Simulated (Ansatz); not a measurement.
F interstitial in LiH

The calculation used DFT PBE, scalar-relativistic, plane waves, PAW (Ansatz). Run with 420 eV cutoff, 2×2×2 k-mesh, shifted by half a step, Gaussian smearing of 0.01 eV, collinear spin in charge 0 alone.

Host crystal, relaxed:

```cif
data_structure
_symmetry_space_group_name_H-M 'P 1'
_symmetry_Int_Tables_number 1
_cell_length_a 2.8334
_cell_length_b 2.8334
_cell_length_c 2.8334
_cell_angle_alpha 60.000
_cell_angle_beta 60.000
_cell_angle_gamma 60.000
_cell_volume 16.09
loop_
_atom_site_label
_atom_site_type_symbol
_atom_site_fract_x
_atom_site_fract_y
_atom_site_fract_z
_atom_site_occupancy
Li1 Li 0.00000 0.00000 0.00000 1
H1 H 0.50000 0.50000 0.50000 1
```

Supercell of 32 atoms, rows in host cell vectors: -3 1 1; 1 -3 1; 1 1 1. Atoms relax at the host's cell, keeping the symmetry that the supercell leaves at the site. The cell is small, so energies carry finite-size errors of tenths of an eV. The host's Kohn–Sham gap is 2.98 eV. Atoms are taken from and returned to the elements' standard states.

Defect: F interstitial set at (0.250, 0.250, 0.250) of the host cell. In charge 0 some atom moved by up to 0.5 Å, so the relaxed defect can differ in kind from the start. Before relaxation its nearest neighbours are 4 Li at 1.74 Å, 4 H at 1.74 Å.

| charge | E_f at the valence band top (eV) | moment (μB) | largest move (Å) | atoms near the site |
| --- | --- | --- | --- | --- |
| 0 | -1.24 | 1.00 | 0.54 | 4 Li at 1.79 Å, 4 H at 2.27 Å |